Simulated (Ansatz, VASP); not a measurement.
## ZnAu in VASP and in Ansatz

The input INCAR:

```
ALGO = Normal
EDIFF = 1E-7
ENCUT = 520
GGA = PS
ISIF = 2
ISMEAR = -1
LASPH = T
LCHARG = F
LREAL = F
LWAVE = F
NBANDS = 18
NELM = 100
PREC = Accurate
SIGMA = 0.05
```

KPOINTS

```
k-points
0
Gamma
  13 13 13
```

File POSCAR:

```
ZnAu
1.0
    3.1574552263      0.0000000000      0.0000000000
    0.0000000000      3.1574552263      0.0000000000
    0.0000000000      0.0000000000      3.1574552263
Zn Au
1 1
Direct
    0.5000000000      0.5000000000      0.5000000000
    0.0000000000      0.0000000000      0.0000000000
```

Input for Ansatz:

```yaml
crystal:
  lattice:
    - [3.1574552263, 0.0, 0.0]
    - [0.0, 3.1574552263, 0.0]
    - [0.0, 0.0, 3.1574552263]
  atoms:
    - { symbol: Zn, position: [0.5, 0.5, 0.5] }
    - { symbol: Au, position: [0.0, 0.0, 0.0] }
kpoints:
  mp_grid: { grid: [13, 13, 13] }
  band_path:
    path:
      - [0.0, 0.0, 0.0]
      - [0.0, 0.5, 0.0]
      - [0.5, 0.5, 0.0]
      - [0.0, 0.0, 0.0]
      - [0.5, 0.5, 0.5]
      - [0.0, 0.5, 0.0]
      - [0.5, 0.5, 0.5]
      - [0.5, 0.5, 0.0]
    npoints: 5
scf:
  occupations: { method: fermi_dirac, width: 0.05 }
hamiltonian:
  xc: pbesol
  pseudopotentials: { kind: all_electron, lapw: { basis_error: 0.0005 } }
output:
  forces: true
  stress: true
  eigenvalues: true
```

Change from the starting cell: volume scaled by 1.01.

Alike in both runs: task single point; functional PBEsol; k mesh 13 × 13 × 13; occupations fermi-dirac, width 0.05 eV; no spin polarisation.

```csv
,VASP,Ansatz
version,VASP 6.6.1,Ansatz 0.2.0
potentials or method,"VASP PAW PBE potentials, release 64 (Zn, Au)","all-electron LAPW, scalar-relativistic"
plane-wave cutoff (eV),520,see its input
```

```tsv
	VASP	Ansatz	Ansatz less VASP
pressure (GPa)	-3.5	-3.6	-0.14
```

Ansatz ran all-electron here, so the differences hold the error of VASP's frozen core and of both bases.

Caveats: the PAW data sets were made with another functional, which shifts forces and pressure a little (VASP). The runs have no spin-orbit coupling, so splittings on Au are missing.
